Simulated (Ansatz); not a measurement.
# Te2Pt: a single-point run

Wanted: a converged single-point run for Te2Pt, and a check of what comes out. The structure is shown as the input types it.

The COD entry's cell or inner coordinates are ideal or old and differ from later refinements, so a difference from it is no clean test against experiment.

Program: Ansatz 0.2.0. Level of theory: density functional or hybrid calculation with the settings of its input, plane waves (as first typed). These are calculated values, not measurements.

4 further runs of the same task are left out: 2 for a known fault of the program, 2 that didn't finish.

**1. The structure to begin with**

Symmetry: P-3m1, No. 164, trigonal system. Conventional cell: a = 4.038 Å, b = 4.038 Å, c = 5.311 Å, α = 90.00°, β = 90.00°, γ = 120.00°. Te (site symmetry 3m) is surrounded by 3 Pt at 2.70 Å. Pt (site symmetry -3m) has 6 Te at 2.70 Å as nearest neighbours.

The input asks for a charge of +100 e on the cell.

As a file:

```xyz
3
Lattice="4.0382 0.0000 0.0000 -2.0191 3.4972 0.0000 0.0000 0.0000 5.3109" Properties=species:S:1:pos:R:3 pbc="T T T"
Te    0.0000    2.3314    1.3641
Te    2.0191    1.1657    3.9468
Pt    0.0000    0.0000    0.0000
```

**2. The run**

The input, input.yaml:

```yaml
crystal:
  lattice:
    - [4.0381735142, 0.0, 0.0]
    - [-2.0190867571, 3.4971608482, 0.0]
    - [0.0, 0.0, 5.3109405872]
  atoms:
    - { symbol: Te, position: [0.3333333333, 0.6666666667, 0.2568471026] }
    - { symbol: Te, position: [0.6666666667, 0.3333333333, 0.7431528974] }
    - { symbol: Pt, position: [0.0, 0.0, 0.0] }
kpoints:
  mp_grid: { grid: [6, 6, 4] }
hamiltonian:
  xc: pbe
scf:
  occupations: { method: fermi_dirac, width: 0.02 }
  n_extra_bands: 4
  max_iter: 70
output:
  forces: true
  stress: true
  eigenvalues: true
total_charge: 100
```

The run is started by

```sh
ansatz run input.yaml --threads 4 --pin off --max-ram 3686MiB --backend cpu --events-out ev --progress --plain --runs-dir out
```

**Question.** How will this run end, and is anything wrong with its input?

The run ended at the input check. Its message: «inconsistent input (total_charge): 100 leaves -50.000 electrons of the 50 valence electrons — a charged cell must keep at least one electron»

The suspect setting: total_charge is 100. Each setting is valid alone, but not together.

What to do: delete total_charge (the default then holds).
